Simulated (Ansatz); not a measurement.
**Convergence of F with the k-point mesh**

Theory: DFT PBE, scalar-relativistic, plane waves, PAW (Ansatz 0.2.0).

```yaml
crystal:
  lattice:
    - [2.75000, -1.64000, 0.00000]
    - [2.75000, 1.64000, 0.00000]
    - [-1.53472, 0.00000, 7.11639]
  atoms:
    - { symbol: F, position: [0.96800, 0.60200, 0.09970] }
    - { symbol: F, position: [0.39800, 0.03200, 0.40030] }
    - { symbol: F, position: [0.03200, 0.39800, 0.90030] }
    - { symbol: F, position: [0.60200, 0.96800, 0.59970] }
```

```
plane-wave cutoff : 420 eV
occupation rule   : Gaussian smearing, 0.02 eV
spin treatment    : unpolarised
```

The atoms stay fixed while the k-point mesh is varied. ΔE is the energy extrapolated to zero smearing, less that of the reference run (14×14×6). The cell isn't necessarily relaxed at this level. The meshes are Γ-centred. Pressure is positive in compression.

**Question.** Tried: 1×1×1, 2×2×1, 4×4×1, 4×4×2, 6×6×2, 6×6×4, 8×8×4, 10×10×4, 12×12×6, 14×14×6. From which k-point mesh on does the energy per atom stay within 100, 10 and 1 meV of the reference?

**Answer.** 2×2×1 for 100 meV, 4×4×1 for 10 meV, 4×4×2 for 1 meV. The reference itself isn't shown to be converged. At 4×4×1, where the energy is within 10 meV, force components still miss by up to 0.022 eV/Å, where the largest force is 1.922 eV/Å.

```csv
mesh,ΔE (meV/atom),P (GPa),largest change of a force component (eV/Å),gap on mesh (eV),irreducible points
1×1×1,1041,14.30,1.114,1.908,1
2×2×1,15.1,-3.73,0.049,1.975,3
4×4×1,-1.90,-4.18,0.022,1.979,7
4×4×2,-0.04,-4.15,0.000,1.978,14
6×6×2,-0.03,-4.14,0.000,1.978,26
6×6×4,-0.01,-4.14,0.000,1.978,47
8×8×4,-0.05,-4.14,0.000,1.978,78
10×10×4,-0.03,-4.14,0.000,1.978,117
12×12×6,-0.01,-4.14,0.000,1.978,242
14×14×6,0.00,-4.14,0.000,1.978,324
```